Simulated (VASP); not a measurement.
Runs of VASP 6.6.1 on CdF2. Symmetry: I4mm, No. 107, tetragonal system. The conventional cell has a = 3.746 Å, b = 3.746 Å, c = 5.298 Å, α = 90.00°, β = 90.00°, γ = 90.00°. Cd (site symmetry 4mm) has 4 F at 2.13 Å as nearest neighbours. F (site symmetry 2mm) is surrounded by 2 Cd at 2.13 Å. 

| cell | gap on the mesh (eV) | pressure (GPa) | largest force (eV/Å) |
| --- | --- | --- | --- |
| atom 1 (Cd) moved by (-0.300, +0.000) A along y and z | (b) | 7.4 | (c) |
| atom 1 (Cd) moved by (-0.600, -0.300) A along y and z | 1.97 | 37.9 | 9.31 |
| atom 1 (Cd) moved by (-0.300, -0.300) A along y and z | 2.63 | 15.5 | 4.63 |
| atom 1 (Cd) moved by (-0.600, +0.000) A along y and z | (a) | 24.0 | 3.56 |

Alike in all rows: task single point; level LDA; potentials or basis VASP PAW LDA potentials, release 64 (Cd, F); no spin polarisation; k mesh 8 × 8 × 8; cutoff (eV) 520; smearing gaussian 0.05 eV.

Question: Estimate the missing entries.

Answer: (a) 2.13; (b) 2.82; (c) 1.97.

Caveats: forces of over 1 eV/Å show positions far from the minimum, so gaps and moduli don't describe the material at rest; so large a pressure means that the cell lies far from this level's equilibrium, or that cutoff or potentials fall short (some runs); a pressure of tens of GPa on the cell as given is suspect, and the run, the potentials or the cell itself is likely at fault (some runs).

A k mesh can miss the band edges, and the runs leave out spin-orbit coupling on Cd.
